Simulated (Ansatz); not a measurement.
## NaCl: a film clamped to a substrate

All numbers below come from DFT PBE, scalar-relativistic, plane waves, PAW (Ansatz). The runs took a 420 eV cutoff, a Γ-centred 8×8×8 mesh and Gaussian smearing (0.05 eV). No spin polarisation. Energies are free energies at this smearing, counted from the undisturbed cell; pressure is positive in compression.

Reference structure (as given, not relaxed at this level; it stands at 0.4 GPa):

```
Na Cl
1.0
     0.00000    2.83175    2.83175
     2.83175    0.00000    2.83175
     2.83175    2.83175    0.00000
Na Cl
1 1
Direct
  0.00000 0.00000 0.00000
  0.50000 0.50000 0.50000
```

The cell (2 atoms, V0 = 45.41 Å³) is strained by p along both x and y and by q along z, fractional coordinates fixed. τp = (1/V0) ∂E/∂p = (σxx + σyy)(1 + p)(1 + q) and τq = (1/V0) ∂E/∂q = σzz(1 + p)², with tension positive.

| p | q | ΔE (meV/atom) | τp (GPa) | τq (GPa) |
| --- | --- | --- | --- | --- |
| 0.000 | 0.000 | 0.00 | -0.84 | -0.42 |
| -0.040 | 0.000 | 21.84 | -7.37 | -1.39 |
| 0.040 | 0.000 | 7.55 | 3.16 | 0.54 |
| 0.000 | -0.040 | 9.41 | -1.86 | -3.13 |
| 0.000 | 0.040 | 2.53 | 0.08 | 1.16 |

Problem. Get the second derivatives of the energy density.

Solution. Central differences give A = ∂τp/∂p = 132 GPa (C11 + C22 + 2 C12), C = ∂τq/∂q = 54 GPa (C33) and the cross term B = ∂τq/∂p = 24.2 GPa (C13 + C23); ∂τp/∂q = 24.2 GPa must equal B, and any difference shows higher-order terms. Steps this large leave an error of some per cent of A or C in all of these, which can swamp a small B. The ions are clamped. In a cubic crystal C11 = C = 54, C12 = B/2 = 12.1 GPa and A should be 2(C11 + C12) = 131 GPa; the bulk modulus is (C11 + 2 C12)/3 = 25.9 GPa.

Problem. A film of this crystal grows with z along the normal on a substrate that imposes p. How does its thickness respond, and what does the misfit cost?

Solution. Count p and q from the stress-free cell. A free surface needs τq = 0, so q = −(B/C) p = -0.45 p. The energy density left is (A − B²/C) p²/2 = M p², with the biaxial modulus M = 60 GPa; a misfit of 1 % costs 0.86 meV/atom, against 0.93 meV/atom if the thickness were held.

At p = 0.080 the energies along q are 48.1 (q = -0.080), 30.9 (q = -0.040), 32.7 (q = 0.000), 45.6 (q = 0.040), 64.4 (q = 0.080) meV/atom.

Problem. Does the linear rule hold at this misfit?

Solution. A parabola through the lowest point and its neighbours has its minimum at q = -0.024, 29.3 meV/atom. With the stress left in the starting cell, τp0 and τq0, linear elasticity gives q = −(τq0 + Bp)/C = -0.028 and E = V0(τp0 p + τq0 q + Ap²/2 + Bpq + Cq²/2)/N = 47.2 meV/atom. The energies differ by more than a tenth, so the quadratic law fails here: the gap holds the anharmonic part, with some error from the wide steps. Cubic terms also shift the vertex of so wide a parabola.